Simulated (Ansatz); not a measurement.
# NbN in Ansatz, relaxation

The command:

```bash
ansatz run input.yaml --threads 2 --pin off --max-ram 3584MiB --backend cpu --events-out ev --progress --plain --runs-dir out
```

Input:

```yaml
crystal:
  lattice:
    - [0.0, 2.33885391, 2.33885391]
    - [2.33885391, 0.0, 2.33885391]
    - [2.33885391, 2.33885391, 0.0]
  atoms:
    - { symbol: Nb, position: [0.0, 0.0, 0.0] }
    - { symbol: "N", position: [0.5, 0.5, 0.5] }
  symmetry: { tolerance: 0.0003 }
kpoints:
  mp_grid: { grid: [12, 12, 12], shift: [0, 0, 0] }
magnetization:
  spin_polarized: false
scf:
  occupations: { method: fermi_dirac }
  lower_state_search: "off"
hamiltonian:
  pseudopotentials: { kind: paw }
  xc: r2scan
basis:
  ecutwfc: 500
  fft_grid_basis: typed
relax:
  max_steps: 40
  cell: { p_target: 5.0 }
  f_tol: 0.03
output:
  forces: true
  stress: true
  eigenvalues: true
  bader: true
  populations: true
  elf: true
  write_potential: true
  volumetric_format: npy
  dos:
    e_range: [-12, 8]
    de: 0.05
    projected: { site_lists: { "N": ["N"], Nb: [Nb] } }
checkpoint:
  read: saved_state
```

Origin of the cell: a database entry, scaled a little.

The smearing width isn't typed, so it takes its default of 0.1 eV.

The saved state is a converged single point of the same cell.

Steps («new basis» is an SCF on plane waves selected anew at the same cell):

| step | ΔH (meV/atom) | max force component (eV/Å) | P (GPa) | volume (Å³) | SCF iterations | step was |
| --- | --- | --- | --- | --- | --- | --- |
| 1 | 0.0 | 0.000 | -38.38 | 25.59 | 5 | accepted |
| 2 | -338.9 | 0.000 | -7.78 | 22.03 | 8 | accepted |
| 3 | -354.4 | 0.000 | 10.64 | 20.82 | 8 | accepted |
| 4 | -357.2 | 0.000 | 4.94 | 21.15 | 7 | accepted |
| 5 | -357.2 | 0.000 | 5.00 | 21.15 | 4 | accepted |
| 6 | -355.8 | 0.000 | 5.02 | 21.15 | 6 | new basis |

The starting structure.

Space group Fm-3m (No. 225); the run's cell has a = 3.308 Å, b = 3.308 Å, c = 3.308 Å, α = 60.00°, β = 60.00°, γ = 60.00°. Shortest distances: N–Nb 2.34 Å, Nb–Nb 3.31 Å, N–N 3.31 Å.

After:

Space group Fm-3m (No. 225); the run's cell has a = 3.104 Å, b = 3.104 Å, c = 3.104 Å, α = 60.00°, β = 60.00°, γ = 60.00°. Shortest distances: N–Nb 2.19 Å, N–N 3.10 Å, Nb–Nb 3.10 Å.

```xyz
2
Lattice="0.0000 2.1950 2.1950 2.1950 0.0000 2.1950 2.1950 2.1950 0.0000" Properties=species:S:1:pos:R:3 pbc="T T T"
Nb    0.0000    0.0000    0.0000
N     2.1950    2.1950    2.1950
```

* Enthalpy lowered by: 355.8 meV/atom
* Volume change: -17.34 %
* Final pressure: 5.02 GPa
* Relaxation steps listed: 6
* Gap on the mesh: none (metal)

Caveats: no moments, though an odd count or open d shells may carry them; the relaxation held the start's symmetry, so the end may be a saddle point.

Time: 19 s on 2 threads of Arm Neoverse V1 (shared host), peak memory 0.4 GiB, from a saved density.
